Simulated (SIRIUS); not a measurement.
Crystal: Hf.

```
Hf
1.0
    -1.80500    1.80500    1.80500
     1.80500   -1.80500    1.80500
     1.80500    1.80500   -1.80500
Hf
1
Direct
  0.00000 0.00000 0.00000
```

This isn't the form of Hf at room conditions, which is hcp.

```yaml
Program: SIRIUS 7.12.0
Task: single point
Functional: PBEsol
Potentials_or_basis: all-electron FP-LAPW
Cutoff: 164 eV
Basis: apw+lo standard
k_mesh: 10 × 10 × 10
Occupations: fermi-dirac, width 0.05 eV
Spin: no spin polarisation
```

On this cell: band gap on the k mesh none (metal or under the smearing width).

The same run follows on a disturbed copy (cell strained at random):

```
Hf
1.0
    -1.73538    1.78809    1.84034
     1.76840   -1.76106    1.84632
     1.78180    1.80748   -1.81331
Hf
1
Direct
  0.98347 0.99320 0.98959
```

Question: What does the disturbed cell give?

Answer: The energy (extrapolated to zero smearing) moves by +1.9 meV/atom; band gap on the k mesh none (metal or under the smearing width).
